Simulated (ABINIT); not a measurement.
# Ag (Fm-3m) in ABINIT: a series of runs

The runs below take Ag through single point, relaxation of cell and atoms, with PBE, LDA.

All numbers are computed with ABINIT 10.8.3 (patched build); they aren't measurements. Logs are shortened: lines on timing, memory, paths and dates and some standing lists are left out, and cuts for length are marked. The log counts tension as positive stress, the text compression.

## 1. The structure

Symmetry: Fm-3m, No. 225, cubic system. Conventional cell: a = 4.085 Å, b = 4.085 Å, c = 4.085 Å, α = 90.00°, β = 90.00°, γ = 90.00°. Around Ag (site symmetry m-3m) lie 12 Ag at 2.89 Å.

## 2. Single point, PBE

run.abi

```
pp_dirpath "./"
pseudos "Ag.upf"

acell 3*1.0 Angstrom
rprim
     0.0000000000     2.0427500000     2.0427500000
     2.0427500000     0.0000000000     2.0427500000
     2.0427500000     2.0427500000     0.0000000000
ntypat 1
znucl 47
natom 1
typat 1
xred
     0.0000000000     0.0000000000     0.0000000000

ecut 40.0

kptopt 1
ngkpt 8 8 8
nshiftk 1
shiftk 0.0 0.0 0.0

ixc 11

nband 14
occopt 3
tsmear 0.00183747

nstep 100
tolvrs 1.0e-10

iomode 3
prtwf 0
prtden 0
prteig 0
prtebands 0
enunit 2
```

Potentials or basis: PseudoDojo NC SR PBE v0.4.1 standard.

Started as:

```
mpirun --bind-to none -np 4 abinit run.abi > log 2>&1
```

run.abo:

```text
.Version 10.8.3 of ABINIT
 Symmetries : space group Fm -3 m (#225); Bravais cF (face-center cubic)
================================================================================
 Values of the parameters that define the memory need of the present run
     intxc =       0    ionmov =       0      iscf =       7    lmnmax =       6
     lnmax =       6     mgfft =      32  mpssoang =       3    mqgrid =    3001
     natom =       1  nloc_mem =       1    nspden =       1   nspinor =       1
    nsppol =       1      nsym =      48    n1xccc =    2501    ntypat =       1
    occopt =       3   xclevel =       2
       mpw =        1400          nfft =       32768          nkpt =          29
================================================================================
================================================================================

--------------------------------------------------------------------------------
------------- Echo of variables that govern the present computation ------------
--------------------------------------------------------------------------------
 -outvars: echo values of preprocessed input variables --------
            acell      1.8897261259E+00  1.8897261259E+00  1.8897261259E+00 Bohr
              amu      1.07868200E+02
             ecut      4.00000000E+01 Hartree
           enunit           2
              ixc          11
         kptrlatt        8    0    0      0    8    0      0    0    8
          kptrlen      4.36736080E+01
            natom           1
            nband          14
            ngfft          32      32      32
             nkpt          29
            nstep         100
             nsym          48
           ntypat           1
           occopt           3
           prtden           0
        prtebands           0
           prteig           0
            prtwf           0
            rprim      0.0000000000E+00  2.0427500000E+00  2.0427500000E+00
                       2.0427500000E+00  0.0000000000E+00  2.0427500000E+00
                       2.0427500000E+00  2.0427500000E+00  0.0000000000E+00
          spgroup         225
           tolvrs      1.00000000E-10
           tsmear      1.83747000E-03 Hartree
            typat      1
            znucl       47.00000

================================================================================

 chkinp: Checking input parameters for consistency.

================================================================================
== DATASET  1 ==================================================================

--- !DatasetInfo
iteration_state: {dtset: 1, }
dimensions: {natom: 1, nkpt: 29, mband: 14, nsppol: 1, nspinor: 1, nspden: 1, mpw: 1400, }
cutoff_energies: {ecut:  40.0, pawecutdg:  -1.0, }
electrons: {nelect:   1.90000000E+01, charge:   0.00000000E+00, occopt:   3.00000000E+00, tsmear:   1.83747000E-03, }
meta: {optdriver: 0, ionmov: 0, optcell: 0, iscf: 7, paral_kgb: 0, }
...

 Exchange-correlation functional for the present dataset will be:
  GGA: Perdew-Burke-Ernzerhof functional - ixc=11
  J.P.Perdew, K.Burke, M.Ernzerhof, PRL 77, 3865 (1996)

 Real(R)+Recip(G) space primitive vectors, cartesian coordinates (Bohr,Bohr^-1):
 R(1)=  0.0000000  3.8602380  3.8602380  G(1)= -0.1295257  0.1295257  0.1295257
 R(2)=  3.8602380  0.0000000  3.8602380  G(2)=  0.1295257 -0.1295257  0.1295257
 R(3)=  3.8602380  3.8602380  0.0000000  G(3)=  0.1295257  0.1295257 -0.1295257
 Unit cell volume ucvol=  1.1504619E+02 bohr^3
 Angles (23,13,12)=  6.00000000E+01  6.00000000E+01  6.00000000E+01 degrees

 getcut: wavevector=  0.0000  0.0000  0.0000  ngfft=  32  32  32
         ecut(hartree)=     40.000   => boxcut(ratio)=   2.05886

--- Pseudopotential description ------------------------------------------------
- pspini: atom type   1  psp file is ./Ag.upf
12 -101130 2 -1 1538                          pspcod,pspxc,lmax,lloc,mmax
     nproj     2     2     2

   5.23596048E+02                                ecore*ucvol(ha*bohr**3)
--------------------------------------------------------------------------------

================================================================================

--- !BeginCycle
iteration_state: {dtset: 1, }
solver: {iscf: 7, nstep: 100, nline: 4, wfoptalg: 0, }
tolerances: {tolvrs: 1.00E-10, }
...

     iter   Etot(hartree)      deltaE(h)  residm     vres2
 ETOT  1  -154.96199925191    -1.550E+02 1.243E-01 5.174E+01
 ETOT  2  -155.00377842504    -4.178E-02 4.053E-03 5.074E+01
 ETOT  3  -155.01756815368    -1.379E-02 9.115E-04 1.838E-01
 ETOT  4  -155.01762038658    -5.223E-05 2.402E-04 3.765E-04
 ETOT  5  -155.01762041907    -3.249E-08 3.233E-05 3.448E-05
 ETOT  6  -155.01762042804    -8.974E-09 3.256E-05 9.193E-07
 ETOT  7  -155.01762042826    -2.189E-10 2.311E-06 1.090E-10
 ETOT  8  -155.01762042827    -6.082E-12 5.570E-06 3.696E-12

 At SCF step    8       vres2   =  3.70E-12 < tolvrs=  1.00E-10 =>converged.

 Cartesian components of stress tensor (hartree/bohr^3)
  sigma(1 1)= -1.66124031E-04  sigma(3 2)=  0.00000000E+00
  sigma(2 2)= -1.66124031E-04  sigma(3 1)=  0.00000000E+00
  sigma(3 3)= -1.66124031E-04  sigma(2 1)=  0.00000000E+00

--- !ResultsGS
iteration_state: {dtset: 1, }
comment   : Summary of ground state results
lattice_vectors:
- [  0.0000000,   3.8602380,   3.8602380, ]
- [  3.8602380,   0.0000000,   3.8602380, ]
- [  3.8602380,   3.8602380,   0.0000000, ]
lattice_lengths: [   5.45920,    5.45920,    5.45920, ]
lattice_angles: [ 60.000,  60.000,  60.000, ] # degrees, (23, 13, 12)
lattice_volume:   1.1504619E+02
convergence: {deltae: -6.082E-12, res2:  3.696E-12, residm:  5.570E-06, diffor: null, }
etotal    :  -1.55017620E+02
entropy   :   0.00000000E+00
fermie    :   3.95074707E-01
cartesian_stress_tensor: # hartree/bohr^3
- [ -1.66124031E-04,   0.00000000E+00,   0.00000000E+00, ]
- [  0.00000000E+00,  -1.66124031E-04,   0.00000000E+00, ]
- [  0.00000000E+00,   0.00000000E+00,  -1.66124031E-04, ]
pressure_GPa:   4.8875E+00
xred      :
- [  0.0000E+00,   0.0000E+00,   0.0000E+00, Ag]
cartesian_forces: # hartree/bohr
- [ -0.00000000E+00,  -0.00000000E+00,  -0.00000000E+00, ]
force_length_stats: {min:   0.00000000E+00, max:   0.00000000E+00, mean:   0.00000000E+00, }
...

 Integrated electronic density in atomic spheres:
 ------------------------------------------------
 Atom  Sphere_radius  Integrated_density
    1        2.00000         16.34869302
================================================================================

 ----iterations are completed or convergence reached----

 Mean square residual over all n,k,spin=   16.683E-09; max=  55.698E-07
 reduced coordinates (array xred) for    1 atoms
       0.000000000000      0.000000000000      0.000000000000
 rms dE/dt=  0.0000E+00; max dE/dt=  0.0000E+00; dE/dt below (all hartree)
    1       0.000000000000      0.000000000000      0.000000000000

 cartesian coordinates (angstrom) at end:
    1      0.00000000000000     0.00000000000000     0.00000000000000

 cartesian forces (hartree/bohr) at end:
    1     -0.00000000000000    -0.00000000000000    -0.00000000000000
 frms,max,avg= 0.0000000E+00 0.0000000E+00   0.000E+00  0.000E+00  0.000E+00 h/b

 cartesian forces (eV/Angstrom) at end:
    1     -0.00000000000000    -0.00000000000000    -0.00000000000000
 frms,max,avg= 0.0000000E+00 0.0000000E+00   0.000E+00  0.000E+00  0.000E+00 e/A
 length scales=  1.889726125908  1.889726125908  1.889726125908 bohr
              =  1.000000000000  1.000000000000  1.000000000000 angstroms
 Fermi (or HOMO) energy (hartree) =   0.39507   Average Vxc (hartree)=  -0.46671
 Eigenvalues (hartree) for nkpt=  29  k points:
 kpt#   1, nband= 14, wtk=  0.00195, kpt=  0.0000  0.0000  0.0000 (reduced coord)
  -2.97920   -1.63374   -1.63374   -1.63374    0.11536    0.22575    0.22575    0.22575
   0.26396    0.26396    0.99652    1.12657    1.12657    1.12657
      occupation numbers for kpt#   1
   2.00000    2.00000    2.00000    2.00000    2.00000    2.00000    2.00000    2.00000
   2.00000    2.00000    0.00000    0.00000    0.00000    0.00000
 prteigrs : prtvol=0 or 1, do not print more k-points.

 Fermi (or HOMO) energy (eV) =  10.75053   Average Vxc (eV)= -12.69976
 Eigenvalues (   eV  ) for nkpt=  29  k points:
 kpt#   1, nband= 14, wtk=  0.00195, kpt=  0.0000  0.0000  0.0000 (reduced coord)
 -81.06806  -44.45643  -44.45643  -44.45643    3.13921    6.14293    6.14293    6.14293
   7.18283    7.18283   27.11683   30.65543   30.65543   30.65543
 prteigrs : prtvol=0 or 1, do not print more k-points.

--- !EnergyTerms
iteration_state     : {dtset: 1, }
comment             : Components of total free energy in Hartree
kinetic             :  5.29772289647623E+01
hartree             :  3.55017403825023E+01
xc                  : -2.31684132147318E+01
Ewald energy        : -1.07191265798822E+02
psp_core            :  4.55118096518317E+00
local_psp           : -1.15812741555774E+02
non_local_psp       : -1.87520304267686E+00
internal            : -1.55017473299557E+02
'-kT*entropy'       : -1.47128712873829E-04
total_energy        : -1.55017620428270E+02
total_energy_eV     : -4.21824434440653E+03
band_energy         : -1.31021921199467E+01
...

 Cartesian components of stress tensor (hartree/bohr^3)
  sigma(1 1)= -1.66124031E-04  sigma(3 2)=  0.00000000E+00
  sigma(2 2)= -1.66124031E-04  sigma(3 1)=  0.00000000E+00
  sigma(3 3)= -1.66124031E-04  sigma(2 1)=  0.00000000E+00

-Cartesian components of stress tensor (GPa)         [Pressure=  4.8875E+00 GPa]
- sigma(1 1)= -4.88753772E+00  sigma(3 2)=  0.00000000E+00
- sigma(2 2)= -4.88753772E+00  sigma(3 1)=  0.00000000E+00
- sigma(3 3)= -4.88753772E+00  sigma(2 1)=  0.00000000E+00

== END DATASET(S) ==============================================================
================================================================================

 -outvars: echo values of variables after computation  --------
            acell      1.8897261259E+00  1.8897261259E+00  1.8897261259E+00 Bohr
           etotal     -1.5501762043E+02
            fcart     -0.0000000000E+00 -0.0000000000E+00 -0.0000000000E+00
            rprim      0.0000000000E+00  2.0427500000E+00  2.0427500000E+00
                       2.0427500000E+00  0.0000000000E+00  2.0427500000E+00
                       2.0427500000E+00  2.0427500000E+00  0.0000000000E+00
           strten     -1.6612403069E-04 -1.6612403069E-04 -1.6612403069E-04
                       0.0000000000E+00  0.0000000000E+00  0.0000000000E+00
 Calculation completed.
```

Run time: 5.6 s. Hardware: 4 MPI ranks of Intel Xeon Platinum 8488C (Sapphire Rapids), shared host; peak memory 0.24 GiB.

Results:

| Item | Value |
| --- | --- |
| Free energy | -4218.2443 eV |
| Pressure | 4.9 GPa |
| Band gap on the k mesh | none (metal or under the smearing width) |
| Valence electrons inside the program's atomic spheres | Ag 16.35 (radii [1.0584] Å) |

(Part 1 of 2 ends here.)
